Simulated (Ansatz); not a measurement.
Rock-salt NaBr, treated with PBE0-D3(BJ) (Ansatz, a program for electronic structure, PAW).

Settings: plane-wave cutoff 460 eV, 8×8×8 k mesh, Fermi–Dirac smearing 0.01 eV, scalar-relativistic PAW data made under PBE.

Response to compression and expansion:

```
V (Å³/atom)  P (GPa)  direct gap at Γ (eV)
-----------  -------  --------------------
23.678          1.46                 6.472
24.301          0.68                 6.374
24.695          0.24                 6.315
25.547         -0.59                 6.197
26.162         -1.09                 6.118
```

A straight line through the gaps at Γ against ln V gives a volume deformation potential dE_g(Γ)/d ln V of -3.5 eV: the gap at Γ widens under compression.

Measured, for comparison: band gap 7.1 eV (temperature not stated, not corrected to a static lattice; as tabulated in Aguado et al. (1998), arXiv:cond-mat/9809176).

Spin–orbit coupling is not included.
